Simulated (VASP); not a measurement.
# Nd (Im-3m) in VASP: a series of runs, part 2 of 2

VASP 6.6.1. The steps go on from the part before.

**3. Single point, PBE, collinear spin, ferromagnetic start**

INCAR reads:

```
SYSTEM = Nd
  ADDGRID = .False.
  ALGO = Normal
  EDIFF = 1E-4
  ENCUT = 520
  GGA = PE
  ISIF = 2
  ISMEAR = -1
  ISPIN = 2
  LASPH = .True.
  LCHARG = .False.
  LMAXMIX = 6
  LORBIT = 11
  LREAL = .False.
  LWAVE = .False.
  MAGMOM = 3
  NBANDS = 16
  NELM = 100
  PREC = Accurate
  SIGMA = 0.1
```

KPOINTS reads:

```
k-points
0
Gamma
  9 9 9
  0 0 0
```

POSCAR reads:

```
Nd
1.0
   -2.0754700287      2.0754700287      2.0754700287
    2.0754700287     -2.0754700287      2.0754700287
    2.0754700287      2.0754700287     -2.0754700287
Nd
1
Direct
    0.0000000000      0.0000000000      0.0000000000
```

Potentials or basis: VASP PAW PBE potentials, release 64 (Nd_3), 4f in core.

Command:

```sh
> cat potpaw_PBE.64/Nd_3/POTCAR > POTCAR
> mpirun -np 1 vasp_std > vasp.out
```

OUTCAR:

```text
SYSTEM = Nd
   EDIFF = 1E-4
   ENCUT = 520
   GGA = PE
   ISIF = 2
   ISMEAR = -1
   ISPIN = 2
   LASPH = .True.
   LORBIT = 11
   LREAL = .False.
   NELM = 100
   PREC = Accurate

 Found     35 irreducible k-points:

 Following reciprocal coordinates:
            Coordinates               Weight
  0.000000  0.000000  0.000000      1.000000
  0.111111  0.000000  0.000000     12.000000
  0.222222  0.000000  0.000000     12.000000
  0.333333  0.000000  0.000000     12.000000
  0.444444  0.000000  0.000000     12.000000
  0.111111  0.111111  0.000000     24.000000
   k-points           NKPTS =     35   k-points in BZ     NKDIM =     35   number of bands    NBANDS=     16
   number of dos      NEDOS =    301   number of ions     NIONS =      1
   total plane-waves  NPLWV =  21952
   dimension x,y,z NGX =    28 NGY =   28 NGZ =   28
   dimension x,y,z NGXF=    56 NGYF=   56 NGZF=   56
   ions per type =               1
   NGX,Y,Z   is equivalent  to a cutoff of  12.95, 12.95, 12.95 a.u.
   NGXF,Y,Z  is equivalent  to a cutoff of  25.90, 25.90, 25.90 a.u.
 SYSTEM =  Nd
   PREC   = accura    normal or accurate (medium, high low for compatibility)
   ISTART =      0    job   : 0-new  1-cont  2-samecut
   ICHARG =      2    charge: 1-file 2-atom 10-const
   ISPIN  =      2    spin polarized calculation?
   LNONCOLLINEAR =      F non collinear calculations
   LSORBIT =      F    spin-orbit coupling
   LASPH  =      T    aspherical Exc in radial PAW
   ENCUT  =  520.0 eV  38.22 Ry    6.18 a.u.   6.68  6.68  6.68*2*pi/ulx,y,z
   NELM   =    100;   NELMIN=  2; NELMDL= -5     # of ELM steps
   EDIFF  = 0.1E-03   stopping-criterion for ELM
   LREAL  =      F    real-space projection
   EDIFFG = 0.1E-02   stopping-criterion for IOM
   NSW    =      0    number of steps for IOM
   IBRION =     -1    ionic relax: 0-MD 1-quasi-New 2-CG
   NFREE  =      0    steps in history (QN), initial steepest desc. (CG)
   ISIF   =      2    stress and relaxation
   ISYM   =      2    0-nonsym 1-usesym 2-fastsym
   POTIM  = 0.5000    time-step for ionic-motion
   TEBEG  =    0.0;   TEEND  =   0.0 temperature during run
   PSTRESS=    0.0 pullay stress
   NELECT =      11.0000    total number of electrons
   NUPDOWN=      -1.0000    fix difference up-down
   EMIN   =  10.00;   EMAX   =-10.00  energy-range for DOS
   EFERMI =   0.00;   METHOD = LEGACY
   ISMEAR =    -1;   SIGMA  =   0.10  broadening in eV -4-tet -1-fermi 0-gaus
   EFERMI_NEDOS =   21; number of points for ismear=-14 and -15
   IALGO  =     38    algorithm
   IMIX   =      4    mixing-type and parameters
     AMIX     =   0.40;   BMIX     =  1.00
     AMIX_MAG =   1.60;   BMIX_MAG =  1.00
  volume/ion in A,a.u.               =      35.76       241.33
  Fermi-wavevector in a.u.,A,eV,Ry     =   1.105103  2.088341 16.616139  1.221252
  Thomas-Fermi vector in A             =   2.241585
   LORBIT       =     11    0 simple, 1 ext, 2 COOP (PROOUT), +10 PAW based schemes
   GGA     = PE    functional components
   LHFCALC =     F    Hartree Fock is set to
   AEXX    =    0.0000 exact exchange contribution
   IVDW    =     0    specifies the selected vdW correction
   LEPSILON=     F    determine dielectric tensor
   LRPA    =     F    only Hartree local field effects (RPA)
 spin polarized calculation
  energy-cutoff  :      520.00
  volume of cell :       35.76
 maximum number of plane-waves:       973
   NGX = 13   NGY = 13   NGZ = 13

 number of electron      11.0000000 magnetization       0.0521565

 Free energy of the ion-electron system (eV)
  ---------------------------------------------------
  ext. energy  EPLUGINS =         0.00000000
  ---------------------------------------------------
  free energy    TOTEN  =        -4.62273275 eV

  energy without entropy =       -4.54572291  energy(sigma->0) =       -4.58422783

 E-fermi :   3.3434     XC(G=0):  -9.5963

 val. band max:        3.3433702050   @ k =  -0.3333   0.4444   0.1111
 cond. band min:       3.3632229763   @ k =   0.3333   0.1111   0.0000
 fundamental gap:      0.0198527713
 Fermi energy:         3.3434352102

 spin component 1

 k-point     1 :       0.0000    0.0000    0.0000
  band No.  band energies     occupation
      1     -34.6775      1.00000
      2     -15.3097      1.00000
      3     -15.3097      1.00000
      4     -15.3097      1.00000
      5      -0.6307      1.00000
      6       4.7523      0.00000
[... 8 lines left out ...]
     15      20.6301      0.00000
     16      22.3006      0.00000

 k-point     2 :       0.1111    0.0000    0.0000
  band No.  band energies     occupation
      1     -34.6637      1.00000
      2     -15.4344      1.00000
      3     -15.3472      1.00000
      4     -15.3107      1.00000
      5      -0.2737      1.00000
      6       4.5016      0.00001
[... 8 lines left out ...]
     15      19.3276      0.00000
     16      22.0709      0.00000

 k-point     3 :       0.2222    0.0000    0.0000
  band No.  band energies     occupation
      1     -34.6284      1.00000
      2     -15.7357      1.00000
      3     -15.4406      1.00000
      4     -15.3134      1.00000
      5       0.5971      1.00000
      6       3.9657      0.00198
[... 8 lines left out ...]
     15      18.1411      0.00000
     16      20.5220      0.00000

 k-point     4 :       0.3333    0.0000    0.0000
  band No.  band energies     occupation
      1     -34.5878      1.00000
      2     -16.0568      1.00000
      3     -15.5438      1.00000
      4     -15.3167      1.00000
      5       1.2861      1.00000
      6       3.4683      0.22291
[... 8 lines left out ...]
     15      18.2855      0.00000
     16      19.6359      0.00000

 k-point     5 :       0.4444    0.0000    0.0000
  band No.  band energies     occupation
      1     -34.5611      1.00000
      2     -16.2559      1.00000
      3     -15.6095      1.00000
      4     -15.3189      1.00000
      5       1.3553      1.00000
      6       3.1866      0.82760
[... 8 lines left out ...]
     15      20.1788      0.00000
     16      20.9434      0.00000

 k-point     6 :       0.1111    0.1111    0.0000
  band No.  band energies     occupation
      1     -34.6391      1.00000
      2     -15.6413      1.00000
      3     -15.3913      1.00000
      4     -15.3400      1.00000
      5       0.3592      1.00000
      6       4.1932      0.00020
[... 8 lines left out ...]
     15      19.4200      0.00000
     16      19.5123      0.00000

 [... further k-points ...]

 spin component 2

 k-point     1 :       0.0000    0.0000    0.0000
  band No.  band energies     occupation
      1     -34.6659      1.00000
      2     -15.2947      1.00000
      3     -15.2947      1.00000
      4     -15.2947      1.00000
      5      -0.5923      1.00000
      6       4.7910      0.00000
[... 8 lines left out ...]
     15      20.6566      0.00000
     16      22.3303      0.00000

 k-point     2 :       0.1111    0.0000    0.0000
  band No.  band energies     occupation
      1     -34.6521      1.00000
      2     -15.4190      1.00000
      3     -15.3321      1.00000
      4     -15.2957      1.00000
      5      -0.2356      1.00000
      6       4.5405      0.00001
[... 8 lines left out ...]
     15      19.3566      0.00000
     16      22.1016      0.00000

 k-point     3 :       0.2222    0.0000    0.0000
  band No.  band energies     occupation
      1     -34.6169      1.00000
      2     -15.7194      1.00000
      3     -15.4251      1.00000
      4     -15.2985      1.00000
      5       0.6347      1.00000
      6       4.0050      0.00134
[... 8 lines left out ...]
     15      18.1756      0.00000
     16      20.5585      0.00000

 k-point     4 :       0.3333    0.0000    0.0000
  band No.  band energies     occupation
      1     -34.5765      1.00000
      2     -16.0396      1.00000
      3     -15.5280      1.00000
      4     -15.3018      1.00000
      5       1.3231      1.00000
      6       3.5079      0.16182
[... 8 lines left out ...]
     15      18.3185      0.00000
     16      19.6753      0.00000

 k-point     5 :       0.4444    0.0000    0.0000
  band No.  band energies     occupation
      1     -34.5499      1.00000
      2     -16.2381      1.00000
      3     -15.5935      1.00000
      4     -15.3040      1.00000
      5       1.3914      1.00000
      6       3.2263      0.76341
[... 8 lines left out ...]
     15      20.2150      0.00000
     16      20.9761      0.00000

 k-point     6 :       0.1111    0.1111    0.0000
  band No.  band energies     occupation
      1     -34.6276      1.00000
      2     -15.6252      1.00000
      3     -15.3760      1.00000
      4     -15.3249      1.00000
      5       0.3969      1.00000
      6       4.2318      0.00014
[... 8 lines left out ...]
     15      19.4502      0.00000
     16      19.5449      0.00000

 [... further k-points ...]

------------------------ aborting loop because EDIFF is reached ----------------------------------------

  FORCE on cell =-STRESS in cart. coord.  units (eV):
  Direction    XX          YY          ZZ          XY          YZ          ZX
  --------------------------------------------------------------------------------------
  -------------------------------------------------------------------------------------
  Total       -0.0276290     -0.0276290     -0.0276290      0.0000000      0.0000000      0.0000000
  in kB       -1.2378474     -1.2378474     -1.2378474      0.0000000      0.0000000      0.0000000
  external PRESSURE =      -1.2378474 kB  Pullay stress =       0.0000000 kB

 VOLUME and BASIS-vectors are now :
 -----------------------------------------------------------------------------
  energy-cutoff  :      520.00
  volume of cell :       35.76
      direct lattice vectors                 reciprocal lattice vectors
    -2.075470029  2.075470029  2.075470029     0.000000000  0.240909285  0.240909285
     2.075470029 -2.075470029  2.075470029     0.240909285  0.000000000  0.240909285
     2.075470029  2.075470029 -2.075470029     0.240909285  0.240909285  0.000000000

 POSITION                                       TOTAL-FORCE (eV/Angst)
 -----------------------------------------------------------------------------------
      0.00000      0.00000      0.00000        -0.000000      0.000000      0.000000
 -----------------------------------------------------------------------------------
    total drift:                                0.000000     -0.000000     -0.000000

  FREE ENERGIE OF THE ION-ELECTRON SYSTEM (eV)
  ---------------------------------------------------
  free  energy   TOTEN  =        -4.6227327549 eV

  energy  without entropy=       -4.5457229113  energy(sigma->0) =       -4.58422783

 total charge

# of ion       s       p       d       tot
------------------------------------------
    1        2.154   5.774   0.953   8.881

 magnetization (x)

# of ion       s       p       d       tot
------------------------------------------
    1        0.000   0.001   0.020   0.021
```

OSZICAR:

```text
N       E                     dE             d eps       ncg     rms          rms(c)
DAV:   1     0.711799432614E+02    0.71180E+02   -0.53063E+03  2248   0.646E+02
DAV:   2    -0.193247397046E+01   -0.73112E+02   -0.70268E+02  2920   0.168E+02
DAV:   3    -0.378897231407E+01   -0.18565E+01   -0.18402E+01  2808   0.239E+01
DAV:   4    -0.381494992207E+01   -0.25978E-01   -0.25965E-01  2776   0.251E+00
DAV:   5    -0.381548547040E+01   -0.53555E-03   -0.53554E-03  2768   0.282E-01    0.927E+00
DAV:   6    -0.459124201241E+01   -0.77576E+00   -0.24365E-01  2576   0.313E+00    0.320E+00
DAV:   7    -0.462482131643E+01   -0.33579E-01   -0.69951E-02  2640   0.172E+00    0.135E+00
DAV:   8    -0.462609439597E+01   -0.12731E-02   -0.37400E-02  2912   0.109E+00    0.473E-01
DAV:   9    -0.462209318326E+01    0.40012E-02   -0.30520E-03  3360   0.273E-01    0.137E-01
DAV:  10    -0.462227912102E+01   -0.18594E-03   -0.46603E-04  2896   0.150E-01    0.802E-02
DAV:  11    -0.462267523126E+01   -0.39611E-03   -0.51468E-04  2664   0.107E-01    0.302E-02
DAV:  12    -0.462273275494E+01   -0.57524E-04   -0.38779E-05  1512   0.325E-02
   1 F= -.46227328E+01 E0= -.45842278E+01  d E =-.770098E-01  mag=     0.0328
```

stdout:

```text
POSCAR found type information on POSCAR Nd
 POSCAR found :  1 types and       1 ions
 scaLAPACK will be used
 LDA part: xc-table for (Slater+PW92), standard interpolation
 POSCAR, INCAR and KPOINTS ok, starting setup
 FFT: planning ... GRIDC
 FFT: planning ... GRID_SOFT
 FFT: planning ... GRID
 WAVECAR not read
 entering main loop
```

Wall time 28 s (1 thread of Intel Xeon Platinum 8488C (Sapphire Rapids), shared host); peak memory 0.18 GiB.

These settings aren't checked as converged: the numbers below hold their error.

What came out:

```yaml
Free_energy: -4.6227 eV
Pressure: -0.1 GPa
Band_gap_on_the_k_mesh: none (metal or under the smearing width)
Net_moment: 0.05 μB per cell
Site_moments: Nd +0.02 μB
Valence_electrons_inside_the_program's_atomic_spheres: Nd 8.88
```

Caveat: the magnetic or orbital state may not be the lowest; spin-orbit coupling is left out, which moves the levels of the heavy elements; the 4f electrons are frozen in the core as for a trivalent ion, so they carry no moment and show no levels.

**4. Single point, PBE, collinear spin, ferromagnetic start**

Changes to INCAR since step 3:

```diff
@@ -3,4 +3,4 @@
   ALGO = Normal
-  EDIFF = 1E-4
-  ENCUT = 520
+  EDIFF = 1E-6
+  ENCUT = 650
   GGA = PE
```

KPOINTS is that of step 3.

POSCAR is that of step 3.

Command:

```sh
> cat potpaw_PBE.64/Nd_3/POTCAR > POTCAR
> mpirun -np 1 vasp_std > vasp.out
```

It took 59 s on 1 thread of Intel Xeon Platinum 8488C (Sapphire Rapids), shared host; peak memory 0.21 GiB.

These settings aren't checked as converged: the numbers below hold their error.

Results:

- Free energy: -4.6227 eV
- Pressure: -0.1 GPa
- Band gap on the k mesh: none (metal or under the smearing width)
- Net moment: 0.00 μB per cell
- Valence electrons inside the program's atomic spheres: Nd 8.88

Caveat: the magnetic or orbital state may not be the lowest; spin-orbit coupling is left out, which moves the levels of the heavy elements; the 4f electrons are frozen in the core as for a trivalent ion, so they carry no moment and show no levels.

**5. Single point, PBE, collinear spin, ferromagnetic start**

Changes to INCAR since step 4:

```diff
@@ -4,3 +4,3 @@
   EDIFF = 1E-6
-  ENCUT = 650
+  ENCUT = 460
   GGA = PE
```

KPOINTS reads:

```
k-points
0
Gamma
  11 11 11
  0 0 0
```

POSCAR is that of step 4.

Command:

```sh
> cat potpaw_PBE.64/Nd_3/POTCAR > POTCAR
> mpirun -np 1 vasp_std > vasp.out
```

It took 54 s on 1 thread of Intel Xeon Platinum 8488C (Sapphire Rapids), shared host; peak memory 0.19 GiB.

These settings aren't checked as converged: the numbers below hold their error.

What came out:

| Property | Result |
| --- | --- |
| Free energy | -4.6252 eV |
| Pressure | -0.1 GPa |
| Band gap on the k mesh | none (metal or under the smearing width) |
| Net moment | 0.00 μB per cell |
| Valence electrons inside the program's atomic spheres | Nd 8.88 |

Caveat: the magnetic or orbital state may not be the lowest; spin-orbit coupling is left out, which moves the levels of the heavy elements; the 4f electrons are frozen in the core as for a trivalent ion, so they carry no moment and show no levels.

**6. The reference run**

An earlier run on the cell as given: functional PBE; potentials or basis VASP PAW PBE potentials, release 64 (Nd); cutoff 520 eV; k mesh 9 × 9 × 9; occupations fermi-dirac, width 0.05 eV; collinear spin, ferromagnetic start; starting moments [3.0] μB.

* Pressure: -0.1 GPa
* Band gap on the k mesh: none (metal or under the smearing width)
* Net moment: 4.08 μB per cell
* Site moments: Nd +3.37 μB
* Valence electrons inside the program's atomic spheres: Nd 11.23
